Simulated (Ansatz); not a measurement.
Computed with DFT PBE, scalar-relativistic, plane waves, PAW in Ansatz. All cells share a 420 eV cutoff and Γ-centred k meshes spaced at most about 0.3 Å⁻¹ (2π included). No spin polarisation in the final relaxations.

Formation energies are uncorrected and refer to the elements' standard structures at the same level (Cl₂, F₂ as molecules).

A relaxed structure of LiF has 8.41 Å³/atom, −2.945 eV/atom against the elements, a gap of 8.83 eV on its mesh:

```
Li F
1.0
     0.00000    2.03384    2.03384
     2.03384    0.00000    2.03384
     2.03384    2.03384    0.00000
Li F
1 1
Direct
  0.50000 0.50000 0.50000
  0.00000 0.00000 0.00000
```

Question: Cl takes the place of F on the same sites, and the cell is relaxed. What changes?

Answer: LiCl has a = 5.149 Å: 17.06 Å³/atom, −1.852 eV/atom against the elements, a gap of 6.26 eV on its mesh. The volume per atom changes by +102.8 % and the formation energy by +1.094 eV/atom (from unrounded values). The gap narrows by 2.57 eV. Covalent radii: F 0.57 Å, Cl 1.02 Å; electronegativities 3.98 and 3.16. The cell follows the size of the atom. Around Li lie 6 Cl at 2.57 Å; around Cl lie 6 Li at 2.57 Å.

```
CELL_PARAMETERS angstrom
0.00000 2.57445 2.57445
2.57445 0.00000 2.57445
2.57445 2.57445 0.00000
ATOMIC_POSITIONS crystal
Li 0.50000 0.50000 0.50000
Cl 0.00000 0.00000 0.00000
```

The two cells were relaxed from separate starts that ended on the same group and sites; neither need be the stable form of its compound. Kohn–Sham gaps at this level usually fall short of measured ones.
